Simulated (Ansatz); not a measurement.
## Fe (diamond): energy against volume

All numbers below come from DFT, revPBE, plane waves (420 eV) with PAW, scalar-relativistic in Ansatz. The PAW files were generated under PBE, with cores re-solved for the functional.

The cell is scaled uniformly from the relaxed one, with fractional coordinates and shape fixed. Energies are extrapolated to zero smearing, pressures are those at the given smearing. Magnetic state: non-magnetic.

A Birch-Murnaghan fit gives V₀ = 14.72 Å³/atom, B₀ = 147 GPa, B₀′ = 4.5.

(1) What are the energy above the minimum and the pressure at 12.965 Å³/atom?

(2) What are the energy above the minimum and the pressure at 15.322 Å³/atom?

(3) What are the energy above the minimum and the pressure at 15.912 Å³/atom?

## Answers

(1) 121.1 meV/atom and 24.91 GPa as computed.

(2) 10.5 meV/atom and -5.29 GPa as computed.

(3) 38.3 meV/atom and -9.51 GPa as computed.
